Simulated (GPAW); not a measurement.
A run of GPAW 26.7.0 is set up as follows.

run.py

```python
from ase.dft.bandgap import bandgap
from ase.io import read, write
from ase.units import GPa
from gpaw import GPAW, PW

atoms = read('Cr.xyz')
atoms.set_initial_magnetic_moments([3.0, 3.0])

calc = GPAW(mode=PW(600),
            xc='LDA',
            kpts={'size': (11, 11, 6), 'gamma': True},
            occupations={'name': 'methfessel-paxton', 'order': 0, 'width': 0.02},
            nbands=17,
            convergence={'density': 1e-05, 'energy': 1e-05},
            maxiter=150,
            txt='gpaw.txt')
atoms.calc = calc
energy = atoms.get_potential_energy()
forces = atoms.get_forces()
stress = atoms.get_stress()
calc.write('gs.gpw')
write('result.traj', atoms)
print(f'Energy: {energy:.6f} eV')
print('Forces (eV/A):')
print(forces.round(4))
print('Stress (GPa):', (stress / GPa).round(3))
print('Moments:', calc.get_magnetic_moments().round(3))
print('Fermi level:', round(calc.get_fermi_level(), 4), 'eV')
print(f'Gap: {bandgap(calc)[0]:.4f} eV, direct: {bandgap(calc, direct=True)[0]:.4f} eV')
```

Contents of Cr.xyz:

```xyz
2
Lattice="2.7140000000 0.0000000000 0.0000000000 -1.3570000000 2.3503929459 0.0000000000 0.0000000000 0.0000000000 4.4100000000" Properties=species:S:1:pos:R:3 pbc="T T T"
Cr     1.3570000001      0.7834643152      3.3075000000
Cr    -0.0000000001      1.5669286307      1.1025000000
```

Potentials or basis: the program's PAW data sets (release 1.2.1) made for this functional, pw.

Command:

```bash
$ OMP_NUM_THREADS=1 python run.py
```

(1) Estimate the site moments.

(2) Estimate the pressure.

## Answers

(1) Cr +0.75 μB.

(2) -38.2 GPa.

Caveat: a pressure of tens of GPa on the cell as given is suspect, and the run, the potentials or the cell itself is likely at fault.
